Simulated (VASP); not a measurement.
# HfB2 (P6/mmm) in VASP: a series of runs, part 2 of 2

VASP 6.6.1.

### Step 4. Single point, PBEsol

INCAR reads:

```
SYSTEM = HfB2
  PREC = Accurate
  ENCUT = 520
  EDIFF = 1E-7
  ISMEAR = 1
  SIGMA = 0.15
  LREAL = .FALSE.
  LASPH = .TRUE.
  NELM = 100
  ALGO = Normal
  ISIF = 2
  LWAVE = .FALSE.
  LCHARG = .FALSE.
  GGA = PS
  NBANDS = 12
  ADDGRID = .FALSE.
```

KPOINTS reads:

```
Automatic mesh
0
G
  15 15 12
  0 0 0
```

POSCAR reads:

```
HfB2
1.0
    3.1400000000      0.0000000000      0.0000000000
   -1.5700000000      2.7193197679      0.0000000000
    0.0000000000      0.0000000000      3.4800000000
Hf B
1 2
Direct
    0.0000000000      0.0000000000      0.0000000000
    0.6666666667      0.3333333333      0.5000000000
    0.3333333333      0.6666666667      0.5000000000
```

Potentials or basis: VASP PAW PBE potentials, release 64 (Hf, B).

Command:

```
> cat potpaw_PBE.64/Hf/POTCAR potpaw_PBE.64/B/POTCAR > POTCAR
> mpirun -np 1 vasp_std > vasp.out
```

OUTCAR:

```text
SYSTEM = HfB2
   PREC = Accurate
   ENCUT = 520
   EDIFF = 1E-7
   ISMEAR = 1
   LREAL = .FALSE.
   LASPH = .TRUE.
   NELM = 100
   ISIF = 2
   GGA = PS

 Found    189 irreducible k-points:

 Following reciprocal coordinates:
            Coordinates               Weight
  0.000000  0.000000  0.000000      1.000000
  0.066667 -0.000000  0.000000      6.000000
  0.133333  0.000000  0.000000      6.000000
  0.200000  0.000000  0.000000      6.000000
  0.266667  0.000000  0.000000      6.000000
  0.333333  0.000000  0.000000      6.000000
   k-points           NKPTS =    189   k-points in BZ     NKDIM =    189   number of bands    NBANDS=     12
   number of dos      NEDOS =    301   number of ions     NIONS =      3
   total plane-waves  NPLWV =  16128
   dimension x,y,z NGX =    24 NGY =   24 NGZ =   28
   dimension x,y,z NGXF=    48 NGYF=   48 NGZF=   56
   ions per type =               1   2
   NGX,Y,Z   is equivalent  to a cutoff of  12.71, 12.71, 13.38 a.u.
   NGXF,Y,Z  is equivalent  to a cutoff of  25.41, 25.41, 26.75 a.u.
 SYSTEM =  HfB2
   PREC   = accura    normal or accurate (medium, high low for compatibility)
   ISTART =      0    job   : 0-new  1-cont  2-samecut
   ICHARG =      2    charge: 1-file 2-atom 10-const
   ISPIN  =      1    spin polarized calculation?
   LNONCOLLINEAR =      F non collinear calculations
   LSORBIT =      F    spin-orbit coupling
   LASPH  =      T    aspherical Exc in radial PAW
[... 135 lines left out ...]
  band No.  band energies     occupation
      1      -3.8098      2.00000
      2       0.9636      2.00000
      3       3.9523      2.00000
      4       4.5957      2.00000
      5       5.3661      2.00000
      6      10.6466     -0.00000
      7      10.7564     -0.00000
      8      10.8187     -0.00000
      9      12.4341      0.00000
     10      13.8837      0.00000
     11      16.8536      0.00000
     12      18.1917      0.00000

 [... further k-points ...]

------------------------ aborting loop because EDIFF is reached ----------------------------------------

  FORCE on cell =-STRESS in cart. coord.  units (eV):
  Direction    XX          YY          ZZ          XY          YZ          ZX
  --------------------------------------------------------------------------------------
  -------------------------------------------------------------------------------------
  Total       -0.7293496     -0.7293496     -0.8406272      0.0000000      0.0000000      0.0000000
  in kB      -39.3257612    -39.3257612    -45.3257344      0.0000000      0.0000000      0.0000000
  external PRESSURE =     -41.3257523 kB  Pullay stress =       0.0000000 kB

 VOLUME and BASIS-vectors are now :
 -----------------------------------------------------------------------------
  energy-cutoff  :      520.00
  volume of cell :       29.71
      direct lattice vectors                 reciprocal lattice vectors
     3.140000000  0.000000000  0.000000000     0.318471338  0.183869512  0.000000000
    -1.570000000  2.719319768  0.000000000     0.000000000  0.367739025  0.000000000
     0.000000000  0.000000000  3.480000000     0.000000000  0.000000000  0.287356322

 POSITION                                       TOTAL-FORCE (eV/Angst)
 -----------------------------------------------------------------------------------
      0.00000      0.00000      0.00000         0.000000      0.000000      0.000000
      1.57000      0.90644      1.74000         0.000000     -0.000000     -0.000000
     -0.00000      1.81288      1.74000        -0.000000      0.000000      0.000000
 -----------------------------------------------------------------------------------
    total drift:                                0.000000     -0.000000      0.000000

  FREE ENERGIE OF THE ION-ELECTRON SYSTEM (eV)
  ---------------------------------------------------
  free  energy   TOTEN  =       -27.9287446749 eV

  energy  without entropy=      -27.9288426035  energy(sigma->0) =      -27.92877732
```

stdout:

```text
POSCAR found type information on POSCAR HfB
 POSCAR found :  2 types and       3 ions
 scaLAPACK will be used
 -----------------------------------------------------------------------------
|                                                                             |
|                                                                             |
|     You enforced a specific xc type in the INCAR file but a different       |
|     I HOPE YOU KNOW WHAT YOU ARE DOING!                                     |
|                                                                             |
 -----------------------------------------------------------------------------

 LDA part: xc-table for (Slater+PW92), standard interpolation
 POSCAR, INCAR and KPOINTS ok, starting setup
 FFT: planning ... GRIDC
 FFT: planning ... GRID_SOFT
 FFT: planning ... GRID
 WAVECAR not read
 entering main loop
```

Run time: 24 s. Hardware: 1 thread of Intel Xeon Platinum 8559C (Emerald Rapids), shared host; peak memory 0.2 GiB.

The run converged, but some of its settings lie outside the range that counts as converged, so its numbers aren't taken as properties of the crystal.

Results:

- Free energy: -27.9287 eV
- Pressure: -4.1 GPa
- Band gap on the k mesh: none (metal or under the smearing width)

Caveat: the PAW data sets were made with another functional, which shifts forces and pressure a little.

### Step 5. Single point, PBEsol

INCAR is that of step 4.

KPOINTS is that of step 4.

POSCAR reads:

```
HfB2
1.0
    3.1400000000      0.0000000000      0.0000000000
   -1.5700000000      2.7193197679      0.0000000000
    0.0000000000      0.0000000000      3.4800000000
Hf B
1 2
Direct
   -0.0142630000      0.0046330000     -0.0059370000
    0.6696320000      0.3380360000      0.4871880000
    0.3055440000      0.6904850000      0.5067950000
```

Potentials or basis: VASP PAW PBE potentials, release 64 (Hf, B).

Command:

```
> cat potpaw_PBE.64/Hf/POTCAR potpaw_PBE.64/B/POTCAR > POTCAR
> mpirun -np 1 vasp_std > vasp.out
```

OUTCAR:

```text
SYSTEM = HfB2
   PREC = Accurate
   ENCUT = 520
   EDIFF = 1E-7
   ISMEAR = 1
   LREAL = .FALSE.
   LASPH = .TRUE.
   NELM = 100
   ISIF = 2
   GGA = PS

 Found   1351 irreducible k-points:

 Following reciprocal coordinates:
            Coordinates               Weight
  0.000000  0.000000  0.000000      1.000000
  0.066667 -0.000000  0.000000      2.000000
  0.000000  0.066667  0.000000      2.000000
 -0.066667  0.066667  0.000000      2.000000
  0.133333  0.000000  0.000000      2.000000
  0.000000  0.133333  0.000000      2.000000
[... 168 lines left out ...]
  FORCE on cell =-STRESS in cart. coord.  units (eV):
  Direction    XX          YY          ZZ          XY          YZ          ZX
  --------------------------------------------------------------------------------------
  -------------------------------------------------------------------------------------
  Total       -0.0950566     -0.4655550     -0.8225873     -0.2366397      0.0502626     -0.0790862
  in kB       -5.1253516    -25.1022367    -44.3530393    -12.7593628      2.7101042     -4.2642459
  external PRESSURE =     -24.8602092 kB  Pullay stress =       0.0000000 kB

 VOLUME and BASIS-vectors are now :
 -----------------------------------------------------------------------------
  energy-cutoff  :      520.00
  volume of cell :       29.71
      direct lattice vectors                 reciprocal lattice vectors
     3.140000000  0.000000000  0.000000000     0.318471338  0.183869512  0.000000000
    -1.570000000  2.719319768  0.000000000     0.000000000  0.367739025  0.000000000
     0.000000000  0.000000000  3.480000000     0.000000000  0.000000000  0.287356322

 POSITION                                       TOTAL-FORCE (eV/Angst)
 -----------------------------------------------------------------------------------
      3.08794      0.01260      3.45934        -0.167913      0.367965      0.164904
      1.57193      0.91923      1.69541        -1.391327      0.300000      0.311156
     -0.12465      1.87765      1.76365         1.559240     -0.667965     -0.476059
 -----------------------------------------------------------------------------------
    total drift:                                0.000005      0.000001     -0.000028

  FREE ENERGIE OF THE ION-ELECTRON SYSTEM (eV)
  ---------------------------------------------------
  free  energy   TOTEN  =       -27.7966642848 eV

  energy  without entropy=      -27.7963294155  energy(sigma->0) =      -27.79655266
```

stdout:

```text
POSCAR found type information on POSCAR HfB
 POSCAR found :  2 types and       3 ions
 scaLAPACK will be used
 -----------------------------------------------------------------------------
|                                                                             |
|                                                                             |
|     You enforced a specific xc type in the INCAR file but a different       |
|     I HOPE YOU KNOW WHAT YOU ARE DOING!                                     |
|                                                                             |
 -----------------------------------------------------------------------------

 LDA part: xc-table for (Slater+PW92), standard interpolation
 POSCAR, INCAR and KPOINTS ok, starting setup
 FFT: planning ... GRIDC
 FFT: planning ... GRID_SOFT
 FFT: planning ... GRID
 WAVECAR not read
 entering main loop
```

Run time: 2.6 min. Hardware: 1 thread of Intel Xeon Platinum 8559C (Emerald Rapids), shared host; peak memory 0.61 GiB.

The run converged, but some of its settings lie outside the range that counts as converged, so its numbers aren't taken as properties of the crystal.

What came out:

```
Free energy            : -27.7967 eV
Pressure               : -2.5 GPa
Largest force          : 1.762 eV/Å
Band gap on the k mesh : none (metal or under the smearing width)
```

Caveat: the PAW data sets were made with another functional, which shifts forces and pressure a little.

### Step 6. For comparison

An earlier run on the cell as given: functional PBEsol; potentials or basis VASP PAW PBE potentials, release 64 (Hf_pv, B); cutoff 520 eV; k mesh 10 × 10 × 8; occupations fermi-dirac, width 0.05 eV; no spin polarisation.

- Pressure: -4.4 GPa
- Band gap on the k mesh: none (metal or under the smearing width)
